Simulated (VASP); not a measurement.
Set up this calculation in VASP 6.6.1, as the native input.

| Property | Result |
| --- | --- |
| Task | single point |
| Functional | RPBE |
| Potentials or basis | VASP PAW PBE potentials, release 64 (Ta_sv_GW, N_GW) |
| Cutoff | 550 eV |
| k mesh | 10 × 10 × 9 |
| Occupations | gaussian, width 0.02 eV |
| Spin | no spin polarisation |
| Further INCAR settings | ALGO = Normal; EDIFF = 1e-06; NBANDS = 16 |

The structure of TaN lies in POSCAR:

```
TaN
1.0
    2.9380000000      0.0000000000      0.0000000000
   -1.4690000000      2.5443826363      0.0000000000
    0.0000000000      0.0000000000      2.8830000000
Ta N
1 1
Cartesian
    0.0000000000      0.0000000000      1.4415000000
    1.4690000001      0.8481275453      0.0000000000
```

These files were run (other wordings do the same):

INCAR

```
SYSTEM = TaN
  ALGO = Normal
  EDIFF = 1E-6
  ENCUT = 550
  GGA = RP
  ISIF = 2
  ISMEAR = 0
  LASPH = .TRUE.
  LCHARG = .TRUE.
  LELF = .TRUE.
  LREAL = .FALSE.
  LVHAR = .TRUE.
  LWAVE = .FALSE.
  NBANDS = 16
  NELM = 60
  PREC = Accurate
  SIGMA = 0.02
```

KPOINTS

```
k-points
0
G
  10 10 9
  0 0 0
```

Potentials or basis: VASP PAW PBE potentials, release 64 (Ta_sv_GW, N_GW).

Launch:

```sh
$ cat potpaw_PBE.64/Ta_sv_GW/POTCAR potpaw_PBE.64/N_GW/POTCAR > POTCAR
$ mpirun -np 1 vasp_std > vasp.out
```

Results of the run:

| Property | Result |
| --- | --- |
| Pressure | 9.3 GPa |
| Band gap on the k mesh | none (metal or under the smearing width) |

Caveat: the PAW data sets were made with another functional, which shifts forces and pressure a little.

Wall time 13 s on 1 thread of Intel(R) Xeon(R) Platinum 8488C (Sapphire Rapids) (shared host), peak memory 0.16 GiB.
